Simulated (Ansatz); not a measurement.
The elements of this relaxed trial crystal are hidden behind letters.

```
lattice vectors (Å)
   0.0000    2.2502    2.2502
   2.2502    0.0000    2.2502
   2.2502    2.2502    0.0000
fractional positions
X 0.0000 0.0000 0.0000
Z 0.7500 0.7500 0.7500
```

These are results of DFT PBE, scalar-relativistic, plane waves, PAW in Ansatz, not measurements. The final run on the 2-atom cell used 420 eV, a Γ-centred 22×22×22 mesh, 0.10 eV smearing and collinear spin.

| Quantity | Value |
| --- | --- |
| Space group | F-43m (No. 216) |
| Conventional cell | a = 4.500 Å |
| Volume per atom | 11.39 Å³ |
| Density | 5.46 g/cm³ |
| Formation energy | −0.66 eV/atom |
| Gap on the 22×22×22 mesh of the 2-atom cell | 0 eV (a metal) |
| Net moment per atom | 1.38 μB |

Energies are uncorrected and count from the elements' standard states at the same level.

**Question.** X is a d-block element of period 4 and Z is a p-block element of period 2. Which elements are they?

**Answer.** X = Co, Z = O, so the formula is CoO, here in the zinc blende type. Density times volume gives a mean mass of 5.46 × 11.39/1.6605 = 37.5 u per atom, and this set has 37.5 u. Co is surrounded by 4 O at 1.95 Å; O is surrounded by 4 Co at 1.95 Å. Other sets within the hints have nearly the same mass, so mass alone doesn't settle it; this one was computed.

In such compounds of Co a zero gap at this level may well be an artefact, since no Hubbard U is applied. Another magnetic order may lie lower. A structure relaxed within its symmetry needn't be a true minimum.
